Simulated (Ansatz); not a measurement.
The system is CoO.

```xyz
2
Lattice="1.5055 0.8692 2.4399 -1.5055 0.8692 2.4399 0.0000 -1.7384 2.4399" Properties=species:S:1:pos:R:3 pbc="T T T"
Co    0.0000    0.0000    0.0000
O     0.0000    0.0000    3.6599
```

The cell is a database's computed one.

```yaml
Program: Ansatz 0.2.0
Task: relaxation of cell and atoms
Functional: PBE
Potentials_or_basis: Ansatz PAW
Cutoff: "420 eV (not typed: the program's choice for these potentials)"
k_mesh: 11 × 11 × 11
Occupations: fermi-dirac, width 0.05 eV
Spin: collinear spin, ferromagnetic start
Starting_moments: "[2.0, 0.0] μB"
```

At the start: volume 9.58 Å³/atom.

**Question.** Where does the relaxation end?

**Answer.** It ends after 11 steps and the volume is 9.52 Å³/atom (-0.6 %); space group R-3m (No. 166, to 0.05 Å); moment 2.89 μB per cell.

Step by step:
| step | energy change (eV) | largest force (eV/Å) | volume (Å³) |
| --- | --- | --- | --- |
| 1 | 0.0000 | 0.0000 | 19.16 |
| 2 | -0.0001 | 0.0000 | 19.15 |
| 3 | -0.0009 | 0.0000 | 19.14 |
| 4 | -0.0036 | 0.0000 | 19.10 |
| 5 | -0.0048 | 0.0000 | 19.07 |
| 6 | -0.0051 | 0.0000 | 19.04 |
| 7 | -0.0052 | 0.0000 | 19.04 |
| 8 | -0.0062 | 0.0000 | 19.04 |
| 9 | -0.0064 | 0.0000 | 19.05 |
| 10 | -0.0064 | 0.0000 | 19.04 |
| 11 | -0.0064 | 0.0000 | 19.04 |

Final structure:
```
Co O
1.0
     1.54279    0.89073    2.30884
    -1.54279    0.89073    2.30884
     0.00000   -1.78146    2.30884
Co O
1 1
Direct
  0.00000 0.00000 0.00000
  0.50000 0.50000 0.50000
```

Caveat: the plane-wave basis is chosen anew once the cell has moved, so the energies of steps on either side of that aren't comparable; the pressure holds a Pulay correction of +0.7 GPa for the finite cutoff; a cell with one magnetic atom can't hold antiferromagnetic order, which such compounds often take.
